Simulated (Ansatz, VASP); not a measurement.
## Ti: VASP beside Ansatz

```
CELL_PARAMETERS angstrom
4.56822 0.00000 0.00000
-2.28411 3.95620 0.00000
0.00000 0.00000 2.82437
ATOMIC_POSITIONS crystal
Ti 0.00000 0.00000 0.00000
Ti 0.33333 0.66667 0.50000
Ti 0.66667 0.33333 0.50000
```

Alike in both runs: functional r2SCAN; k mesh 12 × 12 × 16; occupations gaussian, width 0.1 eV; no spin polarisation.

Ansatz relaxed the structure, and its values are those at the end. VASP's run is a single point on that final structure, the one shown.

```csv
,VASP,Ansatz
version,VASP 6.6.1,Ansatz 0.2.0
potentials or method,"VASP PAW PBE potentials, release 64 (Ti_sv)","scalar-relativistic, plane waves, PAW"
plane-wave cutoff (eV),520,500
valence electrons in the cell,36,36
```

|  | VASP | Ansatz | Ansatz less VASP |
| --- | --- | --- | --- |
| gap on the k mesh at the Fermi level (eV) | none | none | - |
| pressure (GPa) | 0.4 | 0.0 | -0.44 |

A gap of «none» marks a metal or a gap that the smearing closes.

Caveats: the PAW data sets were made with another functional, which shifts forces and pressure a little (VASP).
